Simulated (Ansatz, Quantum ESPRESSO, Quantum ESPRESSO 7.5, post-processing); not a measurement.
# Ballistic transmission: Ru chain with a N atom on top of one atom

Wanted: the transmission near the Fermi level and the conductance of this junction: Ru chain with a N atom on top of one atom.

Calculated with Quantum ESPRESSO 7.5; plane-wave DFT, PBE, GBRV ultrasoft pseudopotentials (cross-check by Ansatz 0.2.0 with PAW datasets).

Most raw output is cut from this account.

## 1. Starting point

The cell holds 16 atoms: 15 Ru and 1 N. Cell: a = 7.500 Å, b = 7.500 Å, c = 33.750 Å, α = 90.0°, β = 90.0°, γ = 90.0°. Regions: left lead, 7 atoms (7 Ru); channel, 2 atoms (1 Ru and 1 N); right lead, 7 atoms (7 Ru). Vacuum lies along a and b. The structure is stacked along c, and the current runs across the ab planes.

This run has no spin polarisation although its electron count is odd. A spin-polarised state was not tried and may lie lower.

## 2. Self-consistent run

One periodic cell holds a stretch of lead, the junction and more lead; the atoms stay as built.

scf.in

```
&control
  prefix = 'scf'
  outdir = './out'
  pseudo_dir = './pseudo'
  calculation = 'scf'
  tprnfor = .true.
/
&system
  ibrav = 0
  nat = 16
  ntyp = 2
  ecutwfc = 34
  ecutrho = 170
  occupations = 'smearing'
  smearing = 'mv'
  degauss = 0.01
/
&electrons
  conv_thr = 1e-07
  mixing_beta = 0.25
  electron_maxstep = 120
  mixing_mode = 'local-TF'
/
ATOMIC_SPECIES
  Ru  101.0700  ru_pbe_v1.2.uspp.F.UPF
  N   14.0070  n_pbe_v1.2.uspp.F.UPF
CELL_PARAMETERS angstrom
  7.50000000000000 0.00000000000000 0.00000000000000
  0.00000000000000 7.50000000000000 0.00000000000000
  0.00000000000000 0.00000000000000 33.75000000000000
ATOMIC_POSITIONS crystal
  Ru  0.500000000000 0.500000000000 0.000000000000
  Ru  0.500000000000 0.500000000000 0.066666666667
  Ru  0.500000000000 0.500000000000 0.133333333333
  Ru  0.500000000000 0.500000000000 0.200000000000
  Ru  0.500000000000 0.500000000000 0.266666666667
  Ru  0.500000000000 0.500000000000 0.333333333333
  Ru  0.500000000000 0.500000000000 0.400000000000
  Ru  0.500000000000 0.500000000000 0.466666666667
  N   0.714586667000 0.500000000000 0.466666666667
  Ru  0.500000000000 0.500000000000 0.533333333333
  Ru  0.500000000000 0.500000000000 0.600000000000
  Ru  0.500000000000 0.500000000000 0.666666666667
  Ru  0.500000000000 0.500000000000 0.733333333333
  Ru  0.500000000000 0.500000000000 0.800000000000
  Ru  0.500000000000 0.500000000000 0.866666666667
  Ru  0.500000000000 0.500000000000 0.933333333333
K_POINTS automatic
  1 1 3 0 0 0
```

Launch:

```bash
$ OMP_NUM_THREADS=1 mpirun -n 4 pw.x -nk 1 -in scf.in > scf.out
```

Run time: 4.9 min. Hardware: 4 MPI ranks of Arm Neoverse V2, shared host; peak memory 2.4 GiB; 20 min of CPU time.

Read from the output:

- free energy: -39856.7885 eV
- Fermi energy: -1.951 eV

The program's own clock; routines nest. Time by routine:

```tsv
routine	wall time (s)	calls
PWSCF	294.4	1
electrons	287.7	1
c_bands	211.2	32
cegterg	208	64
h_psi	118.2	205
fftw	90.33	50246
vloc_psi	78.23	205
sum_band	43.39	32
calbec	29.59	277
h_psi:calbec	19.45	205
add_vuspsi	19.37	205
s_psi	19.32	205
mix_rho	16.3	32
newd	14.63	33
```

The run needed 32 iterations to bring the estimated error under 1e-07 Ry; the largest force on any atom, held or free, is 3.21 eV/Å.

## 3. The open system

prefixt takes both regions from one run: the lead from 0 to bdl, the scattering region from bdl to bds (units of alat). ikind = 1 puts the same lead on both sides. The program's T_tot counts both spins in a run without spin; the tables below give T per spin.

cond.in

```
&inputcond
  outdir = './out'
  prefixt = 'scf'
  tran_file = 'cond.dat'
  bdl = 0.6000000000
  bds = 4.5000000000
  ikind = 1
  ewind = 4.0
  epsproj = 1e-05
  nz1 = 7
  energy0 = 2.0
  denergy = -0.1
/
1
  0.00000000 0.00000000 1.00000000
41
```

Launch:

```bash
$ OMP_NUM_THREADS=1 mpirun -n 4 pwcond.x -in cond.in > cond.out
```

Wall time 4.6 min (4 MPI ranks); peak memory 0.57 GiB; 19 min of CPU time.

Numbers from this step:

| Quantity | Value |
| --- | --- |
| lead channels at the Fermi level, one spin | 6 |
| transmission at the Fermi level, one spin | 3.669 |
| conductance | 3.669 G₀ |

Per spin. Open channels against energy, zero at the Fermi level:

```tsv
energy (eV)	open channels
-2.00	3
-1.90	3
-1.70	3
-1.60	3
-1.40	3
-1.30	5
-1.20	5
-1.00	6
-0.90	6
-0.80	6
-0.60	6
-0.50	6
-0.30	6
-0.20	6
-0.10	6
0.00	6
0.10	6
0.20	4
0.30	4
0.50	4
0.60	3
0.80	4
0.90	4
1.00	4
1.20	4
1.30	4
1.40	4
1.60	4
1.70	4
1.90	3
2.00	3
```

Per spin. The transmission by energy, zero at the Fermi level:

```tsv
energy (eV)	transmission
-2.00	2.05
-1.80	2.03
-1.60	2.02
-1.40	1.88
-1.20	2.33
-1.00	2.95
-0.90	3.05
-0.70	3.21
-0.50	3.32
-0.30	3.29
-0.10	3.68
0.00	3.67
0.10	3.47
0.30	2.82
0.50	2.68
0.70	2.34
0.90	1.61
1.00	1.57
1.20	1.83
1.40	1.93
1.60	1.90
1.80	1.81
2.00	1.89
```

The program's own clock; routines nest. Time by routine:

```tsv
routine	wall time (s)	calls
PWCOND	278.2	1
scatter_forw	232.8	82
compbs	27.4	41
compbs_2	22.36	41
local	10.49	1
init	1.02	1
poten	0.1	1
```

The run is unpolarised; a magnetic state was not tried, may lie lower and would change T.

At no point does T exceed the number of channels. That doesn't clear the run: at some energies its lead has fewer channels than the second code's.

## 4. Transmission with pwcond.x, with ewind = 2.0 and epsproj = 0.001

A sensitivity test on the input.

cond.w.in

```
&inputcond
  outdir = './out'
  prefixt = 'scf'
  tran_file = 'cond.w.dat'
  bdl = 0.6000000000
  bds = 4.5000000000
  ikind = 1
  ewind = 2.0
  epsproj = 0.001
  nz1 = 7
  energy0 = 2.0
  denergy = -0.1
/
1
  0.00000000 0.00000000 1.00000000
41
```

Launch:

```bash
$ OMP_NUM_THREADS=1 mpirun -n 4 pwcond.x -in cond.w.in > cond.w.out
```

Run time: 64 s. Hardware: 4 MPI ranks; peak memory 0.47 GiB.

The changed values were drawn from a wide range, not chosen for quality; the comparison shows what they did here together.

Beside the run it was changed from:

```tsv
quantity	this run	unchanged run	difference
transmission at the Fermi level, one spin	3.678	3.669	0.0088
lead channels at the Fermi level, one spin	6	6	0
wall time (s)	64	279
```

Over all energies T moves by up to 0.21, at 0.6 eV.

The physical values in this table move by up to 0.24 %.

## 5. Transmission with pwcond.x, with ewind, epsproj = [0.1, 0.1]

One more run, with a changed input.

cond.bad.in

```
&inputcond
  outdir = './out'
  prefixt = 'scf'
  tran_file = 'cond.bad.dat'
  bdl = 0.6000000000
  bds = 4.5000000000
  ikind = 1
  ewind = 0.1
  epsproj = 0.1
  nz1 = 7
  energy0 = 2.0
  denergy = -0.1
/
1
  0.00000000 0.00000000 1.00000000
41
```

Launch:

```bash
$ OMP_NUM_THREADS=1 mpirun -n 4 pwcond.x -in cond.bad.in > cond.bad.out
```

Wall time 23 s (4 MPI ranks); peak memory 0.47 GiB; 93 s of CPU time.

The run finished, but its numbers are not taken as the system's. The fault: a window of plane waves far too small, with a loose projection threshold.

Beside the run it was changed from:

```tsv
quantity	this run	unchanged run	difference
transmission at the Fermi level, one spin	3.471	3.669	-0.20
lead channels at the Fermi level, one spin	6	6	0
wall time (s)	23	279
```

Over all energies T moves by up to 1.2, at 0.6 eV, where the two runs count unlike lead channels.

The physical values in this table move by up to 5.4 %.

## 6. Cross-check with Ansatz

A second code with its own PAW datasets, on the same atoms.

Level of this step: plane-wave DFT, PBE, Ansatz PAW (Ansatz 0.2.0).

input.yaml

```yaml
crystal:
  lattice:
    - [7.5, 0.0, 0.0]
    - [0.0, 7.5, 0.0]
    - [0.0, 0.0, 33.75]
  atoms:
    - { symbol: Ru, position: [0.5, 0.5, 0.0] }
    - { symbol: Ru, position: [0.5, 0.5, 0.0666666667] }
    - { symbol: Ru, position: [0.5, 0.5, 0.1333333333] }
    - { symbol: Ru, position: [0.5, 0.5, 0.2] }
    - { symbol: Ru, position: [0.5, 0.5, 0.2666666667] }
    - { symbol: Ru, position: [0.5, 0.5, 0.3333333333] }
    - { symbol: Ru, position: [0.5, 0.5, 0.4] }
    - { symbol: Ru, position: [0.5, 0.5, 0.4666666667] }
    - { symbol: "N", position: [0.714586667, 0.5, 0.4666666667] }
    - { symbol: Ru, position: [0.5, 0.5, 0.5333333333] }
    - { symbol: Ru, position: [0.5, 0.5, 0.6] }
    - { symbol: Ru, position: [0.5, 0.5, 0.6666666667] }
    - { symbol: Ru, position: [0.5, 0.5, 0.7333333333] }
    - { symbol: Ru, position: [0.5, 0.5, 0.8] }
    - { symbol: Ru, position: [0.5, 0.5, 0.8666666667] }
    - { symbol: Ru, position: [0.5, 0.5, 0.9333333333] }
kpoints:
  mp_grid: { grid: [1, 1, 4] }
hamiltonian:
  xc: pbe
scf:
  occupations: { method: fermi_dirac, width: 0.1 }
  convergence: { dr2_threshold: 1.0e-08 }
output:
  transmission:
    leads: [[0, 1]]
    e_range: [-2.0, 2.0]
    de: 0.05
    kmesh: [1, 1]
    reduced_basis: true
  write_potential: true
  write_density: true
  volumetric_format: npy
```

Launch:

```bash
$ ansatz run input.yaml --threads 4 --pin off --max-ram 8192MiB --backend cpu --events-out ev --progress --plain --runs-dir out
```

Wall time 56 s (4 threads); peak memory 3.2 GiB.

Numbers from this step:

| Property | Result |
| --- | --- |
| free energy | -88502.8502 eV |
| energy at zero smearing | -88502.0330 eV |
| smearing term TS | 1.634 eV |
| Fermi energy | -1.971 eV |
| symmetry operations | 4 |
| transmission at the Fermi level, one spin | 3.560 |
| step of the lead's Hamiltonian over a period | 4.9 meV |

Per spin. The transmission by energy, zero at the Fermi level:

```tsv
energy (eV)	transmission
-2.00	2.06
-1.85	2.05
-1.70	2.03
-1.60	2.01
-1.45	1.94
-1.30	1.84
-1.15	2.71
-1.05	2.96
-0.90	3.09
-0.75	3.19
-0.60	3.30
-0.50	3.36
-0.35	3.54
-0.20	3.58
-0.10	3.60
-0.05	3.59
0.00	3.56
0.05	3.51
0.20	3.13
0.35	2.79
0.50	2.67
0.60	2.53
0.75	2.12
0.90	1.56
1.05	1.64
1.15	1.78
1.30	1.90
1.45	1.93
1.60	1.90
1.70	1.83
1.85	1.83
2.00	1.89
```

Per spin. The open channels by energy, zero at the Fermi level:

```tsv
energy (eV)	open channels
-2.00	3
-1.90	3
-1.80	3
-1.70	3
-1.55	3
-1.45	3
-1.35	3
-1.25	5
-1.15	6
-1.05	6
-0.90	6
-0.80	6
-0.70	6
-0.60	6
-0.50	6
-0.40	6
-0.25	6
-0.15	6
-0.05	6
0.00	6
0.05	6
0.15	6
0.25	4
0.40	4
0.50	4
0.60	4
0.70	4
0.80	4
0.90	4
1.05	4
1.15	4
1.25	4
1.35	4
1.45	4
1.55	4
1.70	4
1.80	3
1.90	3
2.00	3
```

Ansatz finds T = 3.56 against pwcond's 3.67.

## 7. All levels side by side

All levels:

```tsv
step	T at the Fermi level (per spin)	conductance (G0)	r.m.s. T(E) from the first	CPU time of the step (s)	peak memory (GiB)
Ansatz	3.56	-	0	213.4	3.17
pwcond	3.669	3.669	0.07667	1115	0.57
pwcond, changed setting	3.678	3.678	0.05333	255.6	0.47
```

Per spin. Transmission against energy, zero at the Fermi level:

```tsv
energy (eV)	Ansatz	pwcond	pwcond, changed setting
-2.00	2.06	2.05	2.06
-1.90	2.05	2.05	2.05
-1.80	2.05	2.03	2.03
-1.70	2.03	1.97	1.98
-1.60	2.01	2.02	2.03
-1.50	1.97	1.98	1.98
-1.40	1.90	1.88	1.90
-1.20	2.33	2.33	2.35
-1.10	2.89	2.85	2.85
-1.00	3.01	2.95	2.95
-0.90	3.09	3.05	3.05
-0.80	3.16	3.16	3.16
-0.70	3.23	3.21	3.21
-0.60	3.30	3.27	3.27
-0.50	3.36	3.32	3.32
-0.40	3.40	3.28	3.29
-0.30	3.53	3.29	3.47
-0.20	3.58	3.58	3.57
-0.10	3.60	3.68	3.68
0.00	3.56	3.67	3.68
0.10	3.44	3.47	3.49
0.20	3.13	2.92	3.07
0.30	2.82	2.82	2.82
0.40	2.75	2.75	2.76
0.50	2.67	2.68	2.69
0.60	2.53	2.28	2.50
0.70	2.30	2.34	2.39
0.80	1.90	1.98	2.06
0.90	1.56	1.61	1.67
1.00	1.57	1.57	1.54
1.10	1.72	1.71	1.66
1.20	1.84	1.83	1.79
1.40	1.93	1.93	1.91
1.50	1.93	1.93	1.92
1.60	1.90	1.90	1.89
1.70	1.83	1.83	1.82
1.80	1.80	1.81	1.80
1.90	1.86	1.86	1.85
2.00	1.89	1.89	1.89
```

## 8. Worked from the printed numbers

G = 3.67 × 77.48 µS = 284 µS a cell, a resistance of 3.52 kΩ.

## 9. Outcome

```json
{"conductance from T at the Fermi level, a cell (G₀ = 2e²/h)": "3.67 G₀", "lead channels per spin": "6.00", "the same conductance by Ansatz": "3.56 G₀"}
```

The junction conducts 3.67 G₀ a cell at the Fermi level (PBE, GBRV ultrasoft). At the Fermi level the junction passes 61 % of what the leads offer. At the Fermi level pwcond and Ansatz differ by 3.1 %, a close match. Over -2 to 2 eV, T lies between 1.6 and 3.7 per spin. pwcond's lead, cut out of the junction cell, has fewer channels than Ansatz's near 0.6 eV, so its T is in doubt there. The geometry is as built, not relaxed, and the leads are short. The chain ran without spin polarisation; chains of d metals can be magnetic.

[Logs are printed without paths, hosts, clocks, repeated set-up lines and the standing remarks that a program may print on its own settings, such as how far it seeks lower states.]

[Hosts, paths, dates, database ids (printed as entryN), source tags and the programs' standing remarks are cut or masked in the printed files.]

[Maps of the electrostatic potential energy from Ansatz leave out the sawtooth potential of an applied field or a dipole correction, so their vacuum need not be flat; planar profiles and work functions include it.]
